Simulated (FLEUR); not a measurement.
# Ti2C (R-3m) in FLEUR: settings compared

Aim: see how the results for Ti2C move with the level of theory and the settings. Levels: PBEsol, LDA. Tasks: band structure.

Program: FLEUR MaX-R8.1 (later development tree). These are calculated values, not measurements. Logs are shortened: lines on timing, memory, paths and dates and some standing lists are left out, and cuts for length are marked.

## 1. The crystal as given

It takes space group R-3m (No. 166, trigonal). The conventional cell has a = 3.081 Å, b = 3.081 Å, c = 14.441 Å, α = 90.00°, β = 90.00°, γ = 120.00°. Around Ti (site symmetry 3m) lie 3 C at 2.11 Å. Around C (site symmetry -3m) lie 6 Ti at 2.11 Å.

The cell comes from a database or a generator and needn't be the stable form of this composition.

## 2. Band structure, PBEsol

inp.xml reads:

```xml
<?xml version="1.0" encoding="UTF-8" standalone="no"?>
<fleurInput fleurInputVersion="0.39">
   <comment>
      Ti2C                                                                                                
   </comment>
   <calculationSetup>
      <cutoffs Kmax="4.69" Gmax="14.5" GmaxXC="14.5" numbands="0"/>
      <scfLoop itmax="60" minDistance="0.00001" maxIterBroyd="15" imix="Anderson" alpha="0.05" precondParam="0.0" spinf="2.0" sdNocoIR="T"/>
      <coreElectrons ctail="T" frcor="F" kcrel="0" coretail_lmax="0"/>
      <xcFunctional name="PBEs" relativisticCorrections="F"/>
      <magnetism jspins="1"/>
      <soc l_soc="F" theta="0.0" phi="0.0" spav="F"/>
      <expertModes spex="0" secvar="F"/>
      <geometryOptimization l_f="F" forcealpha="1.0" forcemix="BFGS" epsdisp="0.00001" epsforce="0.00001"/>
      <ldaU l_linMix="F" mixParam="0.05" spinf="1.0"/>
   </calculationSetup>
   <cell>
      <bzIntegration valenceElectrons="28.0" mode="hist" fermiSmearingEnergy="0.00183747">
         <kPointListSelection listName="default-1"/>
         <!-- k-points included here -->
         <xi:include xmlns:xi="http://www.w3.org/2001/XInclude" href="kpts.xml"> </xi:include>
      </bzIntegration>
      <!-- symmetry operations included here -->
      <xi:include xmlns:xi="http://www.w3.org/2001/XInclude" href="sym.xml"> </xi:include>
      <bulkLattice scale="1.0">
         <bravaisMatrix>
            <row-1>    2.9114976027593991     1.6809539246219016     9.0967066482701107</row-1>
[... 32 lines left out ...]
         <lo type="SCLO" l="0" n="2" eDeriv="2"/>
         <lo type="SCLO" l="1" n="2" eDeriv="2"/>
         <lo type="SCLO" l="2" n="3" eDeriv="2"/>
      </species>
   </atomSpecies>
   <atomGroups>
      <atomGroup species="Titanium (Ti)">
         <relPos label="                   1">-.2454978300 -.2454978300 -.2454978300</relPos>
         <relPos label="                   2">.2454978300 .2454978300 .2454978300</relPos>
         <force calculate="T" relaxXYZ="TTT"/>
      </atomGroup>
      <atomGroup species="Carbon (C)">
         <relPos label="                   3">1.000/2.000 1.000/2.000 1.000/2.000</relPos>
         <force calculate="T" relaxXYZ="TTT"/>
      </atomGroup>
   </atomGroups>
   <output dos="F" band="F" slice="F">
      <checks vchk="F" cdinf="F"/>
      <bandDOS minEnergy="-.5*Htr" maxEnergy="0.5*Htr" sigma="0.015" storeEVData="T"/>
      <vacuumDOS vacdos="F" integ="F" star="F" nstars="0" locx1="0.0" locy1="0.0" locx2="0.0" locy2="0.0" nstm="0" tworkf="0.0"/>
      <unfoldingBand unfoldBand="F" supercellX="1" supercellY="1" supercellZ="1"/>
      <plotting iplot="0" polar="F">
         <plot TwoD="T" vec1="  1.0  0.0  0.0" vec2="  0.0  1.0  0.0" vec3="  0.0  0.0  1.0" zero="  0.0  0.0  0.0" file="plot"/>
      </plotting>
      <chargeDensitySlicing numkpt="0" minEigenval="0.0" maxEigenval="0.0" nnne="0" pallst="F"/>
      <specialOutput eonly="F"/>
      <moessbauerParams electricFieldGradient="T" isomerShift="T" coreHyperfine="T" valenceHyperfine="T"/>
      <magneticCircularDichroism mcd="F" energyLo="-10.0" energyUp="0.0"/>
   </output>
  <!-- We include the file relax.xml here to enable relaxations (see documentation) -->
  <xi:include xmlns:xi="http://www.w3.org/2001/XInclude" href="relax.xml"> <xi:fallback/> </xi:include>
</fleurInput>
```

crystal.txt reads:

```
Ti2C
&input cartesian=F /
1.5406981810  0.8895225095  4.8137698526
-1.5406981810  0.8895225095  4.8137698526
0.0000000000  -1.7790450191  4.8137698526
1.8897261246
1.0 1.0 1.0

3
22 0.7545021700  0.7545021700  0.7545021700
22 0.2454978300  0.2454978300  0.2454978300
6 0.5000000000  0.5000000000  0.5000000000

&kpt div1=10 div2=10 div3=10 gamma=T /
```

inp.xml (bands) reads:

```
<?xml version="1.0" encoding="UTF-8" standalone="no"?>
<fleurInput fleurInputVersion="0.39">
   <comment>
      Ti2C                                                                                                
   </comment>
   <calculationSetup>
      <cutoffs Kmax="4.69" Gmax="14.5" GmaxXC="14.5" numbands="0"/>
      <scfLoop itmax="60" minDistance="0.00001" maxIterBroyd="15" imix="Anderson" alpha="0.05" precondParam="0.0" spinf="2.0" sdNocoIR="T"/>
      <coreElectrons ctail="T" frcor="F" kcrel="0" coretail_lmax="0"/>
      <xcFunctional name="PBEs" relativisticCorrections="F"/>
      <magnetism jspins="1"/>
      <soc l_soc="F" theta="0.0" phi="0.0" spav="F"/>
      <expertModes spex="0" secvar="F"/>
      <geometryOptimization l_f="F" forcealpha="1.0" forcemix="BFGS" epsdisp="0.00001" epsforce="0.00001"/>
      <ldaU l_linMix="F" mixParam="0.05" spinf="1.0"/>
   </calculationSetup>
   <cell>
      <bzIntegration valenceElectrons="28.0" mode="hist" fermiSmearingEnergy="0.00183747">
         <kPointListSelection listName="path-1"/>
         <!-- k-points included here -->
         <xi:include xmlns:xi="http://www.w3.org/2001/XInclude" href="kpts.xml"> </xi:include>
      </bzIntegration>
      <!-- symmetry operations included here -->
      <xi:include xmlns:xi="http://www.w3.org/2001/XInclude" href="sym.xml"> </xi:include>
      <bulkLattice scale="1.0">
         <bravaisMatrix>
[... 31 lines left out ...]
         </electronConfig>
         <energyParameters s="2" p="2" d="3" f="4"/>
         <lo type="SCLO" l="0" n="2" eDeriv="2"/>
         <lo type="SCLO" l="1" n="2" eDeriv="2"/>
         <lo type="SCLO" l="2" n="3" eDeriv="2"/>
      </species>
   </atomSpecies>
   <atomGroups>
      <atomGroup species="Titanium (Ti)">
         <relPos label="                   1">-.2454978300 -.2454978300 -.2454978300</relPos>
         <relPos label="                   2">.2454978300 .2454978300 .2454978300</relPos>
         <force calculate="T" relaxXYZ="TTT"/>
      </atomGroup>
      <atomGroup species="Carbon (C)">
         <relPos label="                   3">1.000/2.000 1.000/2.000 1.000/2.000</relPos>
         <force calculate="T" relaxXYZ="TTT"/>
      </atomGroup>
   </atomGroups>
   <output dos="F" band="T" slice="F">
      <checks vchk="F" cdinf="F"/>
      <bandDOS minEnergy="-.5*Htr" maxEnergy="0.5*Htr" sigma="0.015" storeEVData="T"/>
      <vacuumDOS vacdos="F" integ="F" star="F" nstars="0" locx1="0.0" locy1="0.0" locx2="0.0" locy2="0.0" nstm="0" tworkf="0.0"/>
      <unfoldingBand unfoldBand="F" supercellX="1" supercellY="1" supercellZ="1"/>
      <plotting iplot="0" polar="F">
         <plot TwoD="T" vec1="  1.0  0.0  0.0" vec2="  0.0  1.0  0.0" vec3="  0.0  0.0  1.0" zero="  0.0  0.0  0.0" file="plot"/>
      </plotting>
      <chargeDensitySlicing numkpt="0" minEigenval="0.0" maxEigenval="0.0" nnne="0" pallst="F"/>
      <specialOutput eonly="F"/>
      <moessbauerParams electricFieldGradient="T" isomerShift="T" coreHyperfine="T" valenceHyperfine="T"/>
      <magneticCircularDichroism mcd="F" energyLo="-10.0" energyUp="0.0"/>
   </output>
  <!-- We include the file relax.xml here to enable relaxations (see documentation) -->
  <xi:include xmlns:xi="http://www.w3.org/2001/XInclude" href="relax.xml"> <xi:fallback/> </xi:include>
</fleurInput>
```

Potentials or basis: all-electron, FLAPW.

Run with:

```
$ inpgen -f crystal.txt -profile fastHighL
$ # inp.xml edited to the form shown
$ fleur_MPI
$ fleur_MPI   # second run, on inp.xml (bands)
```

Standard output:

```text
Welcome to FLEUR        (www.flapw.de)
      MaX-Release 8.1          (www.max-centre.eu)

 ========== k-point set info ==========
 Selected k-point list: default-1
 k-point list type: mesh
 10 x 10 x 10
 Number of k points: 116

 ------------Calculation Setup---------------------------
 Number of MPI-tasks      :            1
 Number of PE/node        :            1
 Number of OMP-threads    :            1
 Most efficient MPI parallelization for:
           1           2           4          29          58         116
 Additional eigenvalue parallelization possible
 Number of basis functions:          598
 Approximate size of matrices (H+S) per k-point:         0.005 GB
 --------------------------------------------------------
 Iteration:     1   Distance:      23.61576953 me/bohr^3
 Iteration:     2   Distance:      19.16656662 me/bohr^3
 Iteration:     3   Distance:       6.24622844 me/bohr^3
 Iteration:     4   Distance:       6.79120096 me/bohr^3
 Iteration:     5   Distance:       0.78581172 me/bohr^3
 Iteration:     6   Distance:       0.75942537 me/bohr^3
 Iteration:     7   Distance:       0.35588197 me/bohr^3
 Iteration:     8   Distance:       0.25351153 me/bohr^3
 Iteration:     9   Distance:       0.07812482 me/bohr^3
 Iteration:    10   Distance:       0.01186374 me/bohr^3
 Iteration:    11   Distance:       0.01820790 me/bohr^3
 Iteration:    12   Distance:       0.00257081 me/bohr^3
 Iteration:    13   Distance:       0.00173480 me/bohr^3
 Iteration:    14   Distance:       0.00031904 me/bohr^3
 Iteration:    15   Distance:       0.00004086 me/bohr^3
 Iteration:    16   Distance:       0.00003768 me/bohr^3
 Iteration:    17   Distance:       0.00001440 me/bohr^3
 Iteration:    18   Distance:       0.00000626 me/bohr^3

 ********************************************************************
 Run finished successfully
 Stop message:
   all done
 ********************************************************************
```

Wall time 3.4 min (1 thread of Arm Neoverse V2, shared host); peak memory 0.09 GiB.

What came out:

| Quantity | Value |
| --- | --- |
| Free energy | -47450.3833 eV |
| Band gap along the path | none (metal or under the smearing width) |
| Valence electrons inside the program's atomic spheres | Ti 9.74; C 2.74 (radii Ti 2.09, C 1.6 bohr) |

Levels at the corners of the path, in eV from the Fermi level:
```
point  band 12  band 13  band 14  band 15  band 16  band 17
    Γ    -2.55    -2.03     0.48     0.48     1.00     1.94
    L    -2.44    -1.28    -0.96     0.12     1.84     2.69
   B1    -2.81    -0.96    -0.55     0.52     1.24     2.36
    B    -2.81    -0.96    -0.55     0.52     1.24     2.36
    Z    -2.40    -0.89     0.13     0.85     0.85     1.76
    Γ    -2.55    -2.03     0.48     0.48     1.00     1.94
    X    -2.80    -0.99    -0.52     0.53     1.13     2.37
    Q    -2.80    -0.99    -0.52     0.53     1.13     2.37
    F    -2.61    -1.67    -0.88     0.88     2.48     2.87
   P1    -2.57    -1.56    -0.97     0.58     2.43     2.78
    Z    -2.40    -0.89     0.13     0.85     0.85     1.76
    L    -2.44    -1.28    -0.96     0.12     1.84     2.69
    P    -2.57    -1.56    -0.97     0.58     2.43     2.78
```

Core levels (eV from the Fermi level):
```
atom                                                   levels
1 Ti  1s1/2 -4856.0, 2s1/2 -530.3, 2p1/2 -441.8, 2p3/2 -436.0
2 Ti  1s1/2 -4856.0, 2s1/2 -530.3, 2p1/2 -441.8, 2p3/2 -436.0
 3 C                                             1s1/2 -263.4
```

## 3. Band structure, LDA

Changes to inp.xml since step 2:

```diff
@@ -9,3 +9,3 @@
       <coreElectrons ctail="T" frcor="F" kcrel="0" coretail_lmax="0"/>
-      <xcFunctional name="PBEs" relativisticCorrections="F"/>
+      <xcFunctional name="vwn" relativisticCorrections="F"/>
       <magnetism jspins="1"/>
```

crystal.txt is that of step 2.

Changes to inp.xml (bands) since step 2:

```diff
@@ -9,3 +9,3 @@
       <coreElectrons ctail="T" frcor="F" kcrel="0" coretail_lmax="0"/>
-      <xcFunctional name="PBEs" relativisticCorrections="F"/>
+      <xcFunctional name="vwn" relativisticCorrections="F"/>
       <magnetism jspins="1"/>
```

Potentials or basis: all-electron, FLAPW.

Run with:

```
$ inpgen -f crystal.txt -profile fastHighL
$ # inp.xml edited to the form shown
$ fleur_MPI
$ fleur_MPI   # second run, on inp.xml (bands)
```

Wall time 3.8 min (1 thread of Arm Neoverse V1, shared host); peak memory 0.09 GiB.

The run converged. Its results:

- Free energy: -47400.1684 eV
- Band gap along the path: none (metal or under the smearing width)
- Valence electrons inside the program's atomic spheres: Ti 9.76; C 2.75 (radii Ti 2.09, C 1.6 bohr)

Levels at the corners of the path, in eV from the Fermi level:
```tsv
point	band 12	band 13	band 14	band 15	band 16	band 17
Γ	-2.54	-1.92	0.46	0.46	0.98	1.92
L	-2.42	-1.26	-0.93	0.13	1.81	2.67
B1	-2.77	-0.93	-0.54	0.52	1.23	2.35
B	-2.77	-0.93	-0.54	0.52	1.23	2.35
Z	-2.39	-0.86	0.14	0.83	0.83	1.75
Γ	-2.54	-1.92	0.46	0.46	0.98	1.92
X	-2.76	-0.96	-0.50	0.53	1.13	2.35
Q	-2.76	-0.96	-0.50	0.53	1.13	2.35
F	-2.59	-1.66	-0.82	0.89	2.46	2.84
P1	-2.55	-1.55	-0.91	0.59	2.40	2.76
Z	-2.39	-0.86	0.14	0.83	0.83	1.75
L	-2.42	-1.26	-0.93	0.13	1.81	2.67
P	-2.55	-1.55	-0.91	0.59	2.40	2.76
```

Core levels (eV from the Fermi level):
| atom | levels |
| --- | --- |
| 1 Ti | 1s1/2 -4849.0, 2s1/2 -529.3, 2p1/2 -441.6, 2p3/2 -435.9 |
| 2 Ti | 1s1/2 -4849.0, 2s1/2 -529.3, 2p1/2 -441.6, 2p3/2 -435.9 |
| 3 C | 1s1/2 -261.9 |
